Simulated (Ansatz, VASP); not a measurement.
# Si (Sigma29 (520)[001] symmetric tilt boundary in Si) in two plane-wave programs, part 2 of 2

Wanted: the spread between two codes on one cell, functional and k mesh. The cell is taken from a series of runs on this material, whose earlier steps may have relaxed, scaled, displaced or heated it; both programs get it as it stands. Other levels of theory on this material are compared in a session of their own.

VASP 6.6.1 and Ansatz 0.2.0.

So far: Starting point; Ansatz: single point, PBEsol.

### Step 3. VASP: single point, PBEsol

Level of this step: PBEsol; plane waves and PAW (Si) (VASP).

The same cell, functional, mesh and smearing now go to VASP, with its own data sets.

Lines of VASP's logs that name or quote its potential files are left out, and so is its time.

File INCAR:

```
SYSTEM = Si
PREC = Accurate
ENCUT = 400
EDIFF = 1E-06
NELM = 120
ISMEAR = -1
SIGMA = 0.025
LREAL = Auto
ALGO = Normal
GGA = PS
NBANDS = 216
LORBIT = 11
LWAVE = .FALSE.
LCHARG = .FALSE.
ISIF = 2
LASPH = .TRUE.
GGA_COMPAT = .FALSE.
KPAR = 8
```

File POSCAR:

```
Si
1.0
    5.4690000000      0.0000000000      0.0000000000
   -2.7345000000     14.7257300000      0.0000000000
    0.0000000000      0.0000000000     20.6434800000
Si
80
Direct
    0.4888000000      0.1417100000      0.9922700000
    0.8114700000      0.0668800000      0.0371950000
    0.8487800000      0.7475500000      0.0090400000
    0.4151800000      0.4668000000      0.9996100000
    0.1192200000      0.3328300000      0.0366050000
    0.3528400000      0.2249800000      0.0804300000
    0.5133300000      0.9423300000      0.0706700000
    0.0824800000      0.6336300000      0.0380550000
    0.7565600000      0.5126000000      0.0774600000
    0.9344900000      0.3931900000      0.1249100000
    0.0630400000      0.1108600000      0.1263350000
    0.6689100000      0.8117500000      0.0987600000
    0.3480100000      0.6890300000      0.1306200000
    0.5432300000      0.5677500000      0.1662100000
    0.6297000000      0.2764100000      0.1667900000
    0.2464400000      0.9846500000      0.1526400000
    0.9326100000      0.8624800000      0.1869600000
    0.1292300000      0.7415500000      0.2191750000
    0.2327200000      0.4485900000      0.2078000000
    0.8171100000      0.1572800000      0.2086350000
    0.5087000000      0.0343200000      0.2421600000
    0.7053100000      0.9133800000      0.2743800000
    0.8208200000      0.6185800000      0.2526900000
    0.4052300000      0.3272800000      0.2535200000
    0.0947200000      0.2081200000      0.2951100000
    0.2899400000      0.0868500000      0.3307200000
    0.3914600000      0.7912100000      0.3087050000
    0.0082400000      0.4994500000      0.2945300000
    0.7034500000      0.3826800000      0.3364150000
    0.8814000000      0.2632800000      0.3838600000
    0.9690400000      0.9641200000      0.3625800000
    0.5748800000      0.6649900000      0.3349900000
    0.2850900000      0.5508700000      0.3808950000
    0.5187400000      0.4430300000      0.4247300000
    0.5555100000      0.1422500000      0.4232900000
    0.1245600000      0.8335300000      0.3906700000
    0.8264000000      0.7089600000      0.4241400000
    0.1491200000      0.6341500000      0.4690550000
    0.2227200000      0.3090600000      0.4617250000
    0.7891500000      0.0283000000      0.4523000000
    0.4888000000      0.6417100000      0.9690700000
    0.8114700000      0.5668800000      0.9241450000
    0.8487800000      0.2475500000      0.9523000000
    0.4151800000      0.9668000000      0.9617300000
    0.1192200000      0.8328300000      0.9247350000
    0.3528400000      0.7249800000      0.8809100000
    0.5133300000      0.4423300000      0.8906700000
    0.0824800000      0.1336300000      0.9232850000
    0.7565600000      0.0126000000      0.8838800000
    0.9344900000      0.8931900000      0.8364300000
    0.0630400000      0.6108600000      0.8350050000
    0.6689100000      0.3117500000      0.8625800000
    0.3480100000      0.1890300000      0.8307200000
    0.5432300000      0.0677500000      0.7951300000
    0.6297000000      0.7764100000      0.7945500000
    0.2464400000      0.4846500000      0.8087000000
    0.9326100000      0.3624800000      0.7743800000
    0.1292300000      0.2415500000      0.7421650000
    0.2327200000      0.9485900000      0.7535400000
    0.8171100000      0.6572800000      0.7527050000
    0.5087000000      0.5343200000      0.7191800000
    0.7053100000      0.4133800000      0.6869600000
    0.8208200000      0.1185800000      0.7086500000
    0.4052300000      0.8272800000      0.7078200000
    0.0947200000      0.7081200000      0.6662300000
    0.2899400000      0.5868500000      0.6306200000
    0.3914600000      0.2912100000      0.6526350000
    0.0082400000      0.9994500000      0.6668100000
    0.7034500000      0.8826800000      0.6249250000
    0.8814000000      0.7632800000      0.5774800000
    0.9690400000      0.4641200000      0.5987600000
    0.5748800000      0.1649900000      0.6263500000
    0.2850900000      0.0508700000      0.5804450000
    0.5187400000      0.9430300000      0.5366100000
    0.5555100000      0.6422500000      0.5380500000
    0.1245600000      0.3335300000      0.5706700000
    0.8264000000      0.2089600000      0.5372000000
    0.1491200000      0.1341500000      0.4922850000
    0.2227200000      0.8090600000      0.4996150000
    0.7891500000      0.5283000000      0.5090400000
```

File KPOINTS:

```
Automatic mesh
0
Gamma
6 2 1
0 0 0
```

The projector-augmented-wave data sets are Si (PBE family, release 64).

On the command line:

```console
$ mpirun -np 8 vasp_std
```

Numbers of over 12 decimals in the logs are rounded to 6 here.

The log of the run:

```text
[banner, memory and clock lines left out]
running    8 mpi-ranks, on    1 nodes
[...]
|                                                                             |
|           W    W    AA    RRRRR   N    N  II  N    N   GGGG   !!!           |
|           W    W   A  A   R    R  NN   N  II  NN   N  G    G  !!!           |
|           W    W  A    A  R    R  N N  N  II  N N  N  G       !!!           |
|           W WW W  AAAAAA  RRRRR   N  N N  II  N  N N  G  GGG   !            |
|           WW  WW  A    A  R   R   N   NN  II  N   NN  G    G                |
|           W    W  A    A  R    R  N    N  II  N    N   GGGG   !!!           |
|                                                                             |
|     For optimal performance we recommend to set                             |
|       NCORE = 2 up to number-of-cores-per-socket                            |
|     NCORE specifies how many cores store one orbital (NPAR=cpu/NCORE).      |
|     This setting can greatly improve the performance of VASP for DFT.       |
[...]
|                                                                             |
|        The reciprocal lattice is base centered orthorhombic,                |
|        whereas your k-lattice is simple monoclinic.                         |
|                                                                             |
|     Results are often still useful ...                                      |
|                                                                             |

 POSCAR, INCAR and KPOINTS ok, starting setup
[...]
entering main loop
       N       E                     dE             d eps       ncg     rms          rms(c)
DAV:   1     0.661747541197E+03    0.66175E+03   -0.10332E+05  3456   0.992E+02
DAV:   2    -0.378830574839E+03   -0.10406E+04   -0.98296E+03  4136   0.164E+02
DAV:   3    -0.452547857413E+03   -0.73717E+02   -0.71842E+02  4304   0.390E+01
DAV:   4    -0.454525739333E+03   -0.19779E+01   -0.19605E+01  4240   0.759E+00
[...]
DAV:  14    -0.446090430557E+03   -0.26035E-04   -0.22428E-04  4112   0.268E-02    0.230E-02
DAV:  15    -0.446090425895E+03    0.46617E-05   -0.39944E-05  4264   0.134E-02    0.101E-02
DAV:  16    -0.446090426322E+03   -0.42658E-06   -0.74319E-06  3896   0.403E-03
   1 F= -.44609043E+03 E0= -.44608050E+03  d E =-.198519E-01
```

From OUTCAR (step 3):

```text
  FREE ENERGIE OF THE ION-ELECTRON SYSTEM (eV)
  ---------------------------------------------------
  free  energy   TOTEN  =      -446.0904263215 eV

  energy  without entropy=     -446.0705744214  energy(sigma->0) =     -446.08050037
```

The PAW data sets were made with PBE, which is usual practice but a small mismatch for other functionals.

### Step 4. Side by side

Known differences besides the potentials themselves: the cutoff is 420 eV in Ansatz and 400 eV in VASP (PREC = Accurate, projectors in real space); Ansatz makes its cores anew for this functional, VASP keeps those of its PBE data sets. Total energies have different zeros and are not compared.

Forces on 8 of the 80 atoms, those with the largest forces and the largest differences (eV/Å; atoms numbered as in POSCAR):

```
atom          Ansatz x, y, z            VASP x, y, z
 Si1     0.022, 0.021, 0.091     0.013, 0.022, 0.086
Si10    -0.017, 0.035, 0.048    -0.016, 0.037, 0.050
Si29   0.016, -0.035, -0.048   0.016, -0.037, -0.051
Si38  -0.022, -0.022, -0.090  -0.014, -0.022, -0.086
Si41    0.022, 0.021, -0.091    0.013, 0.022, -0.086
Si47     0.015, 0.049, 0.005    0.010, 0.044, -0.003
Si69    0.016, -0.035, 0.048    0.016, -0.037, 0.051
Si78   -0.022, -0.022, 0.090   -0.014, -0.022, 0.086
```

The forces differ by 3.1 meV/Å r.m.s., which is 12.2 % of the r.m.s. force of 0.025 eV/Å (both taken over all components).

### Step 5. Results

- r.m.s. force difference (single point, PBEsol): 3.1 meV/Å

What this shows: The r.m.s. force difference is 3.1 meV/Å (single point, PBEsol), within the 12 meV/Å picked in this series as the mark of a large difference. 3 further runs of this series are not shown here. Such differences can come from data sets, numerical settings and the points named under the comparisons, not from the functional's error against experiment.

[Lines on the potential files, build, host, timing and source positions are cut from VASP's logs without a mark.]

[Logs are printed without paths, hosts, clocks, repeated set-up lines and the standing remarks that a program may print on its own settings, such as how far it seeks lower states.]

[Hosts, paths, dates, database ids (printed as entryN), source tags and the programs' standing remarks are cut or masked in the printed files.]
